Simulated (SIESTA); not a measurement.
# Zr under changes of volume

One of the cells (23.281 Å³/atom); the others are scaled copies at fixed shape and fractional positions:

```xyz
2
Lattice="3.2320 0.0000 0.0000 -1.6160 2.7990 0.0000 0.0000 0.0000 5.1470" Properties=species:S:1:pos:R:3 pbc="T T T"
Zr    1.6160    0.9330    3.8603
Zr    0.0000    1.8660    1.2868
```

| Property | Result |
| --- | --- |
| Program | SIESTA 5.4.2 |
| Functional | LDA |
| Potentials or basis | PseudoDojo 0.4 standard (LDA files) |
| Basis | DZP (energy shift 0.003 Ry; two zetas on semicore shells) |
| Grid cutoff | 800 Ry |
| Energy shift | 0.003 Ry |
| k mesh | 9 × 9 × 5 |
| Occupations | fermi-dirac, width 0.05 eV |
| Spin | no spin polarisation |

```tsv
volume (Å³/atom)	energy over the lowest point (meV/atom)	pressure (GPa)
21.884	0.00	0.7
22.350	1.15	-1.5
22.815	8.32	-3.4
23.281	20.97	-5.3
23.746	38.68	-6.9
24.212	61.00	-8.5
24.678	?	?
```

Task: What does the run at 24.678 Å³/atom give?

Result: Energy over the lowest point 87.54 meV/atom; pressure -9.9 GPa.

Worked out: A Birch-Murnaghan fit of order 3 (a polynomial in V^(-2/3)) to the other rows has its minimum at 22.03 Å³/atom with B0 = V·E''(V) = 104 GPa and B' = 3.2 at fixed shape and positions, which overstates the stiffness. It gives 87.57 meV/atom at 24.678 Å³/atom, against the run's 87.54, and -dE/dV = -9.8 GPa, against -9.9.

Energies are extrapolated to zero smearing.

Caveats: the basis of atomic orbitals isn't converged, which shifts pressures, moduli and gaps.
